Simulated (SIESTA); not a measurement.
Al:

```
CELL_PARAMETERS angstrom
-1.59122 1.59122 1.59122
1.59122 -1.59122 1.59122
1.59122 1.59122 -1.59122
ATOMIC_POSITIONS crystal
Al 0.00000 0.00000 0.00000
```

This isn't the form of Al at room conditions, which is fcc.

```yaml
Program: SIESTA 5.4.2
Task: single point
Functional: PBE
Potentials_or_basis: PseudoDojo 0.4 standard (PBE files)
Basis: DZP (energy shift 0.003 Ry)
Grid_cutoff: 500 Ry
Energy_shift: 0.003 Ry
k_mesh: 12 × 12 × 12
Occupations: fermi-dirac, width 0.05 eV
Spin: no spin polarisation
```

On this cell: pressure 4.1 GPa; band gap on the k mesh none (metal or under the smearing width).

The same run follows on a disturbed copy (cell strained at random at fixed volume):

```
CELL_PARAMETERS angstrom
-1.69895 1.56431 1.60080
1.63095 -1.58291 1.55140
1.66037 1.54432 -1.61940
ATOMIC_POSITIONS crystal
Al 0.99931 0.01239 0.00585
```

Problem. What changes?

Solution. The energy (extrapolated to zero smearing) moves by +2.0 meV/atom; pressure 4.3 GPa; band gap on the k mesh none (metal or under the smearing width).

Stress tensor (GPa, compression positive):
```
5.53 0.66 1.62
0.66 3.60 0.63
1.62 0.63 3.62
```

Caveats: the basis of atomic orbitals isn't converged, which shifts pressures, moduli and gaps.
